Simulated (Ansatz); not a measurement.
# Searching the electronic states of VN

Aim: see which self-consistent states VN reaches from different starts at one fixed geometry, and which of them is lowest. VN is taken in the deposited crystal structure (space group Fm-3m, primitive cell doubled), 4 atoms in the cell. Source: COD entry 1537826.

Program: Ansatz 0.2.0. Level of theory: DFT PBE, PAW, plane waves, scalar-relativistic. These are calculated values, not measurements.

## 1. The system as given

Symmetry: Fm-3m, No. 225, cubic system. Conventional cell: a = 4.105 Å, b = 4.105 Å, c = 4.105 Å, α = 90.00°, β = 90.00°, γ = 90.00°. V (site symmetry m-3m) has 6 N at 2.05 Å as nearest neighbours. N (site symmetry m-3m) has 6 V at 2.05 Å as nearest neighbours.

Structure file:

```cif
data_structure
_symmetry_space_group_name_H-M 'Fm-3m'
_symmetry_Int_Tables_number 225
_cell_length_a 4.1050
_cell_length_b 4.1050
_cell_length_c 4.1050
_cell_angle_alpha 90.000
_cell_angle_beta 90.000
_cell_angle_gamma 90.000
_cell_volume 69.17
loop_
_atom_site_label
_atom_site_type_symbol
_atom_site_symmetry_multiplicity
_atom_site_Wyckoff_symbol
_atom_site_fract_x
_atom_site_fract_y
_atom_site_fract_z
_atom_site_occupancy
V1 V 4 b 0.00000 0.50000 0.00000 1
N1 N 4 a 0.00000 0.00000 0.00000 1
```

Atoms are counted from 1 in the order of input.yaml (N4 and so on).

The first starts: parallel moments, plain SCF; opposed moments +-, plain SCF; no spin polarisation; spin on, no moments given (the program may seed its own), plain SCF. Further starts follow from what these give.

A plain SCF has the search for lower states switched off and ends at the first converged state. Ends within 0.2 meV/atom and 0.1 μB count as one state.

Site moments are integrals over atomic spheres and don't add up to the total.

## 2. Parallel moments, plain SCF

The input, input.yaml:

```yaml
crystal:
  lattice:
    - [0.0, 2.0525, 2.0525]
    - [4.105, 0.0, 4.105]
    - [2.0525, 2.0525, 0.0]
  atoms:
    - { symbol: V, position: [0.5, 0.25, 0.5], spin: 2.0 }
    - { symbol: V, position: [0.5, 0.75, 0.5], spin: 2.0 }
    - { symbol: "N", position: [0.0, 0.0, 0.0] }
    - { symbol: "N", position: [0.0, 0.5, 0.0] }
magnetization:
  spin_polarized: true
hamiltonian:
  xc: pbe
  pseudopotentials: { kind: paw }
basis:
  ecutwfc: 420
kpoints:
  mp_grid: { grid: [8, 4, 8] }
scf:
  occupations: { method: fermi_dirac, width: 0.05 }
  lower_state_search: "off"
output:
  forces: true
  stress: true
```

Run with:

```bash
ansatz run input.yaml --threads 2 --pin off --max-ram 5120MiB --backend cpu --events-out ev --progress --plain --runs-dir out
```

The log of the run, shortened:

```text
[...]
Pseudopotentials: kind: paw
Pseudopotential: V, paw, valence charge 13, recommended cutoff 420 eV (normal), V.paw.azcp
Pseudopotential: N, paw, valence charge 5, recommended cutoff 420 eV (normal), N.paw.azcp
Functional definition: PBE
[...]
Crystal: 4 atoms, lattice volume = 34.587 Å³
Basis set: ecut = 420 eV, 675 PW (Γ), exchange–correlation on 40×80×40 points (8 copies of the dense FFT grid, shifted against one another)
Bands: 24, of which v1, the nominal top of the filled ones, is band 18 counted from 1 (17 counted from 0)
Symmetry: 24 space group operations
Space group: Fm-3m (ITA 225), of the structure as read, at distance tolerance 3.3e-5 Å
Magnetic group: BNS 225.116 (UNI 1618), of the structure as read, at distance tolerance 3.3e-5 Å
k-points: 35 of 256
[...]
Starting moments: Σ|m| = 4 μB on 2 of 4 sites
[...]
SCF iter   1: F=—  HF=-6596.239947 eV  |F-HF|=—  |Δ(HF+E_count)|=         —  Δρ=9.30e-2 (↑9.30e-2 ↓7.05e-2)  dr2=1.76e0  dr2_m=1.79e0  M=2.057 μB ∫|m|=2.230 μB  β_m=0.30  ethr=3.10e-3  ⟨swp⟩=4.0  Hψ=5890  notcnv=0
[...]
spin=Collinear: Kerker preconditioning applied to the charge; magnetization (m = ρ↑ − ρ↓) channel mixes plain (no charge-response kernel on spin).
[...]
spin-set hold released at iteration 10 (site moments contracting): the magnetisation degrees of freedom join the quasi-Newton model from the next iteration; the mixer history was flushed
[...]
SCF iter  34: F=-6596.714315 eV  HF=-6596.714315 eV  |F-HF|=1.46e-11  |Δ(HF+E_count)|=   9.28e-9  Δρ=4.27e-7 (↑2.21e-7 ↓4.27e-7)  dr2=2.89e-11  dr2_m=2.26e-11  M=0.006 μB ∫|m|=0.006 μB  ethr=1.00e-12  ⟨swp⟩=1.0  Hψ=6739  notcnv=0
[...]
SCF converged after 34 iterations
Magnetization: 0.0060 μB (18.0030 up, 17.9970 down)
Absolute magnetization: 0.0060 μB (∫|ρ↑−ρ↓|, with the PAW one-centre terms)
Spin contamination: 0.0000 ħ² per cell (⟨S²⟩ above its minimum at these occupations)
Per-site moments (μB) at R_I (Å): [(0.0022949987638327105, 0.8466562500000001), (0.0022949987638327105, 0.8466562500000001), (9.652657370096268e-5, 0.8466562500000001), (9.652657370096268e-5, 0.8466562500000001)]
Free energy (F): -6596.714315 eV
[...]
E sigma→0 (E₀):  -6596.696029 eV
Entropy (-TS):   -0.036573 eV (-9.143 meV/atom)
Fermi energy:    18.774039 eV
[...]
--- Forces (eV/Å), atoms counted from 1 ---
  atom   1  V      0.00000000     0.00000000     0.00000000
  atom   2  V      0.00000000     0.00000000     0.00000000
  atom   3  N     -0.00000000     0.00000000    -0.00000000
  atom   4  N     -0.00000000     0.00000000    -0.00000000
[...]
--- Stress (GPa, compression-positive) ---
        2.781338       0.000001      -0.000001
        0.000001       2.781338       0.000001
       -0.000001       0.000001       2.781338
  P = ⅓ Tr σ = 2.7813 GPa (27.813 kbar)
```

It took 6.3 s on 2 threads of Arm Neoverse V2, shared host; peak memory 0.31 GiB.

The state reached is non-magnetic, no gap on the k-mesh.

## 3. Opposed moments +-, plain SCF

Edit input.yaml of step 2 so:

```diff
@@ -7,3 +7,3 @@
     - { symbol: V, position: [0.5, 0.25, 0.5], spin: 2.0 }
-    - { symbol: V, position: [0.5, 0.75, 0.5], spin: 2.0 }
+    - { symbol: V, position: [0.5, 0.75, 0.5], spin: -2.0 }
     - { symbol: "N", position: [0.0, 0.0, 0.0] }
```

Run with:

```bash
ansatz run input.yaml --threads 2 --pin off --max-ram 5120MiB --backend cpu --events-out ev --progress --plain --runs-dir out
```

The log of the run, shortened:

```text
[... 12 lines as in an earlier run ...]
Symmetry: 12 space group operations
Space group: R-3m (ITA 166), of the structure as read, at distance tolerance 3.3e-5 Å
Magnetic group: BNS 166.102 (UNI 1332), of the structure as read, at distance tolerance 3.3e-5 Å
[... 7 lines as in an earlier run ...]
Starting moments: Σ|m| = 4 μB on 2 of 4 sites
Starting magnetic order: antiferromagnet; a translation exchanges its spin sublattices: spin-degenerate at every k-point
[... 2 lines as in an earlier run ...]
spin-down is spin-up translated by (0, 0.5, 0): one eigenproblem is solved per k-point and the antiferromagnetic symmetry of the starting moments is kept exactly by this SCF (crystal.symmetry.spin_inversion_symmetry: false solves both channels; [...]
SCF iter   1: F=—  HF=-6596.393571 eV  |F-HF|=—  |Δ(HF+E_count)|=         —  Δρ=7.85e-2 (↑7.85e-2 ↓7.85e-2)  dr2=2.02e0  dr2_m=1.53e0  M=0.000 μB ∫|m|=2.370 μB  β_m=0.30  ethr=3.10e-3  ⟨swp⟩=3.6  Hψ=2993  notcnv=0
[...]
[... 1 line as in an earlier run ...]
[...]
SCF iter  22: F=-6596.714315 eV  HF=-6596.714315 eV  |F-HF|=7.37e-11  |Δ(HF+E_count)|=   3.57e-9  Δρ=3.85e-7 (↑3.85e-7 ↓3.85e-7)  dr2=1.05e-10  dr2_m=2.18e-11  M=0.000 μB ∫|m|=0.000 μB  ethr=1.60e-12  ⟨swp⟩=1.0  Hψ=2686  notcnv=0
WARN: the starting moments were not kept: the SCF closed with an absolute magnetisation of 2.4e-4 μB, where they sum to 4 μB in size (2 sites). That is at most 0.1 of that sum. Measured as dr2_m measures the in/out step, that magnetisation stands 2.4e-8 eV from none, at or under the [...]
SCF converged after 22 iterations
Magnetization: 0.0000 μB (18.0000 up, 18.0000 down)
Absolute magnetization: 0.0002 μB (∫|ρ↑−ρ↓|, with the PAW one-centre terms)
Spin contamination: 0.0000 ħ² per cell (⟨S²⟩ above its minimum at these occupations)
Per-site moments (μB) at R_I (Å): [(-9.467837207556665e-5, 0.8466562500000001), (9.467837207556665e-5, 0.8466562500000001), (5.0362167973635426e-17, 0.8466562500000001), (-5.0362089882903564e-17, 0.8466562500000001)]
Free energy (F): -6596.714315 eV
[...]
E sigma→0 (E₀):  -6596.696028 eV
Entropy (-TS):   -0.036575 eV (-9.144 meV/atom)
Fermi energy:    18.774043 eV
[... 26 lines left out: energy terms, forces, stress ...]
```

Run time: 2.4 s. Hardware: 2 threads of Arm Neoverse V2, shared host; peak memory 0.32 GiB.

Nothing new: the 22 iterations lead to the state found in step 2 (non-magnetic).

## 4. No spin polarisation

The input, input.yaml:

```yaml
crystal:
  lattice:
    - [0.0, 2.0525, 2.0525]
    - [4.105, 0.0, 4.105]
    - [2.0525, 2.0525, 0.0]
  atoms:
    - { symbol: V, position: [0.5, 0.25, 0.5] }
    - { symbol: V, position: [0.5, 0.75, 0.5] }
    - { symbol: "N", position: [0.0, 0.0, 0.0] }
    - { symbol: "N", position: [0.0, 0.5, 0.0] }
hamiltonian:
  xc: pbe
  pseudopotentials: { kind: paw }
basis:
  ecutwfc: 420
kpoints:
  mp_grid: { grid: [8, 4, 8] }
scf:
  occupations: { method: fermi_dirac, width: 0.05 }
  lower_state_search: "off"
output:
  forces: true
  stress: true
  write_density: true
  write_potential: true
  elf: true
  volumetric_format: npy
```

Run with:

```bash
ansatz run input.yaml --threads 2 --pin off --max-ram 5120MiB --backend cpu --events-out ev --progress --plain --runs-dir out
```

The log of the run, shortened:

```text
[... 11 lines as in an earlier run ...]
Bands: 22, of which v1, the nominal top of the filled ones, is band 18 counted from 1 (17 counted from 0)
[... 8 lines as in an earlier run ...]
[...]
[... 2 lines as in an earlier run ...]
SCF iter   1: F=—  HF=-6596.713176 eV  |F-HF|=—  |Δ(HF+E_count)|=         —  Δρ=1.94e-3  dr2=1.54e-4  ethr=1.77e-3  ⟨swp⟩=4.2  Hψ=6003  notcnv=0
[...]
SCF iter   6: F=-6596.714315 eV  HF=-6596.714315 eV  |F-HF|=6.18e-11  |Δ(HF+E_count)|=  8.13e-10  Δρ=7.95e-7  dr2=9.23e-11  ethr=5.39e-12  ⟨swp⟩=4.0  Hψ=3814  notcnv=0
[...]
SCF converged after 6 iterations
Free energy (F): -6596.714315 eV
[...]
E sigma→0 (E₀):  -6596.696028 eV
Entropy (-TS):   -0.036575 eV (-9.144 meV/atom)
Fermi energy:    18.774044 eV
[... 31 lines left out: energy terms, forces, stress, bands ...]
```

It took 1.2 s on 2 threads of Arm Neoverse V2, shared host; peak memory 0.32 GiB.

Nothing new: the 6 iterations lead to the state found in step 2 (non-magnetic).

## 5. Spin on, no moments given (the program may seed its own), plain SCF

Edit input.yaml of step 4 so:

```diff
@@ -23,5 +23,3 @@
   stress: true
-  write_density: true
-  write_potential: true
-  elf: true
-  volumetric_format: npy
+magnetization:
+  spin_polarized: true
```

Run with:

```bash
ansatz run input.yaml --threads 2 --pin off --max-ram 5120MiB --backend cpu --events-out ev --progress --plain --runs-dir out
```

The log of the run, shortened:

```text
band count auto-derived: 25 (N_el = 36.0; filled up to band 18; 22 by the electrons, moments and atoms)
[... 11 lines as in an earlier run ...]
Bands: 25, of which v1, the nominal top of the filled ones, is band 18 counted from 1 (17 counted from 0)
[... 11 lines as in an earlier run ...]
SCF iter   1: F=—  HF=-6597.050849 eV  |F-HF|=—  |Δ(HF+E_count)|=         —  Δρ=3.75e-2 (↑3.75e-2 ↓3.75e-2)  dr2=2.15e0  dr2_m=0.00e0  M=0.000 μB ∫|m|=0.000 μB  β_m=0.30  ethr=3.10e-3  ⟨swp⟩=3.7  Hψ=3115  notcnv=0
[...]
[... 1 line as in an earlier run ...]
[...]
SCF iter  18: F=-6596.714315 eV  HF=-6596.714315 eV  |F-HF|=1.53e-9  |Δ(HF+E_count)|=  1.80e-10  Δρ=1.12e-6 (↑1.12e-6 ↓1.12e-6)  dr2=1.59e-9  dr2_m=0.00e0  M=0.000 μB ∫|m|=0.000 μB  ethr=1.95e-12  ⟨swp⟩=3.0  Hψ=1713  notcnv=0
[...]
this state was not tested for a lower state beside it, because too few of the mixer's solves of this state at the end of the SCF gave a reading for the test (the SCF was short, the solves that were read can be of a state that the SCF has left, the mixer's history had been emptied shortly [...]
SCF converged after 18 iterations
Magnetization: 0.0000 μB (18.0000 up, 18.0000 down)
Absolute magnetization: 0.0000 μB (∫|ρ↑−ρ↓|)
Spin contamination: 0.0000 ħ² per cell (⟨S²⟩ above its minimum at these occupations)
Per-site moments (μB) at R_I (Å): [(0.0, 0.8466562500000001), (0.0, 0.8466562500000001), (0.0, 0.8466562500000001), (0.0, 0.8466562500000001)]
Free energy (F): -6596.714315 eV
[...]
E sigma→0 (E₀):  -6596.696028 eV
Entropy (-TS):   -0.036575 eV (-9.144 meV/atom)
Fermi energy:    18.774034 eV
[... 26 lines left out: energy terms, forces, stress ...]
```

Run time: 3.1 s. Hardware: 2 threads of Arm Neoverse V2, shared host; peak memory 0.31 GiB.

This is the state of step 2 again (non-magnetic), after 18 iterations.

## 6. Parallel moments scaled by 1.5, plain SCF

The input, input.yaml:

```yaml
crystal:
  lattice:
    - [0.0, 2.0525, 2.0525]
    - [4.105, 0.0, 4.105]
    - [2.0525, 2.0525, 0.0]
  atoms:
    - { symbol: V, position: [0.5, 0.25, 0.5], spin: 3.0 }
    - { symbol: V, position: [0.5, 0.75, 0.5], spin: 3.0 }
    - { symbol: "N", position: [0.0, 0.0, 0.0] }
    - { symbol: "N", position: [0.0, 0.5, 0.0] }
magnetization:
  spin_polarized: true
hamiltonian:
  xc: pbe
  pseudopotentials: { kind: paw }
basis:
  ecutwfc: 420
kpoints:
  mp_grid: { grid: [8, 4, 8] }
scf:
  occupations: { method: fermi_dirac, width: 0.05 }
  lower_state_search: "off"
output:
  forces: true
  stress: true
  write_density: true
  write_potential: true
  elf: true
  volumetric_format: npy
```

Run with:

```bash
ansatz run input.yaml --threads 2 --pin off --max-ram 5120MiB --backend cpu --events-out ev --progress --plain --runs-dir out
```

The log of the run, shortened:

```text
[... 11 lines as in an earlier run ...]
Bands: 26, of which v1, the nominal top of the filled ones, is band 18 counted from 1 (17 counted from 0)
[... 10 lines as in an earlier run ...]
Starting moments: Σ|m| = 6 μB on 2 of 4 sites
[... 2 lines as in an earlier run ...]
SCF iter   1: F=—  HF=-6595.611936 eV  |F-HF|=—  |Δ(HF+E_count)|=         —  Δρ=1.04e-1 (↑1.04e-1 ↓8.91e-2)  dr2=1.49e0  dr2_m=2.65e0  M=2.880 μB ∫|m|=3.249 μB  β_m=0.30  ethr=3.10e-3  ⟨swp⟩=4.2  Hψ=6252  notcnv=0
[...]
[... 1 line as in an earlier run ...]
spin-set hold released at iteration 1 (the charge has settled, or the pull on large starting moments outlasts its swing): the magnetisation degrees of freedom join the quasi-Newton model from the next iteration; the mixer history was flushed
[...]
SCF iter  21: F=-6596.714315 eV  HF=-6596.714315 eV  |F-HF|=7.28e-12  |Δ(HF+E_count)|=   8.19e-9  Δρ=4.06e-7 (↑2.18e-7 ↓4.06e-7)  dr2=2.22e-11  dr2_m=2.31e-11  M=0.006 μB ∫|m|=0.006 μB  ethr=1.00e-12  ⟨swp⟩=3.6  Hψ=9020  notcnv=0
[...]
SCF converged after 21 iterations
Magnetization: 0.0060 μB (18.0030 up, 17.9970 down)
Absolute magnetization: 0.0060 μB (∫|ρ↑−ρ↓|, with the PAW one-centre terms)
Spin contamination: 0.0000 ħ² per cell (⟨S²⟩ above its minimum at these occupations)
Per-site moments (μB) at R_I (Å): [(0.0022912422047188736, 0.8466562500000001), (0.0022912422047188736, 0.8466562500000001), (9.664240901216803e-5, 0.8466562500000001), (9.664240901216803e-5, 0.8466562500000001)]
Free energy (F): -6596.714315 eV
[...]
E sigma→0 (E₀):  -6596.696029 eV
Entropy (-TS):   -0.036573 eV (-9.143 meV/atom)
Fermi energy:    18.774039 eV
[... 31 lines left out: energy terms, forces, stress, bands ...]
```

Run time: 6.8 s. Hardware: 2 threads of Arm Neoverse V2, shared host; peak memory 0.32 GiB.

Nothing new: the 21 iterations lead to the state found in step 2 (non-magnetic).

## 7. The runs side by side

| step | iterations | state | moments of V1 V2 (μB) | total (μB) | gap (eV) | pressure (GPa) | above lowest (meV/atom) |
| --- | --- | --- | --- | --- | --- | --- | --- |
| 2 | 34 | 1 | 0.00 0.00 | 0.01 | none | 2.8 | 0.0 |
| 3 | 22 | 1 | 0.00 0.00 | 0.00 | none | 2.8 | 0.0 |
| 4 | 6 | 1 | 0.00 0.00 | 0.00 | none | 2.8 | 0.0 |
| 5 | 18 | 1 | 0.00 0.00 | 0.00 | none | 2.8 | 0.0 |
| 6 | 21 | 1 | 0.00 0.00 | 0.01 | none | 2.8 | 0.0 |

States are numbered from the lowest. Starts by step: 2 parallel moments, plain SCF; 3 opposed moments +-, plain SCF; 4 no spin polarisation; 5 spin on, no moments given (the program may seed its own), plain SCF; 6 parallel moments scaled by 1.5, plain SCF.

The 5 runs of this session took 20 s in all, from 1.2 s to 6.8 s each.

Decimal logarithm of the largest residual (eV) by iteration, counted through all cycles of a run:

```csv
iteration,step 2,step 3,step 4,step 5,step 6
1,0.3,0.3,-3.8,0.3,0.4
2,0.0,-0.1,-4.3,0.6,0.2
3,-0.2,-0.3,-6.1,-0.4,-0.3
4,-0.3,-0.5,-7.2,-0.5,-1.2
5,-0.5,-0.7,-8.7,-0.9,-2.3
7,-0.7,-1.0,-,-2.4,-4.5
10,-1.1,-1.3,-,-4.9,-5.8
13,-3.1,-2.9,-,-6.4,-7.5
16,-4.9,-4.8,-,-8.3,-9.0
19,-6.3,-7.3,-,-,-9.9
22,-7.9,-10.0,-,-,-
25,-9.1,-,-,-,-
28,-10.1,-,-,-,-
31,-10.1,-,-,-,-
34,-10.5,-,-,-,-
```

## 8. Results

| quantity | value |
| --- | --- |
| distinct states | 1 from 5 converged runs |
| lowest state | non-magnetic |
| total moment | 0.00 μB per cell |
| gap on the k-mesh | none |
| pressure | 2.8 GPa |
| largest force | 0.000 eV/Å |

What this shows: 5 runs converged, all to one state. Spin polarisation gains nothing here: every starting moment dies out. The search isn't exhaustive: larger magnetic cells and non-collinear orders weren't tried.
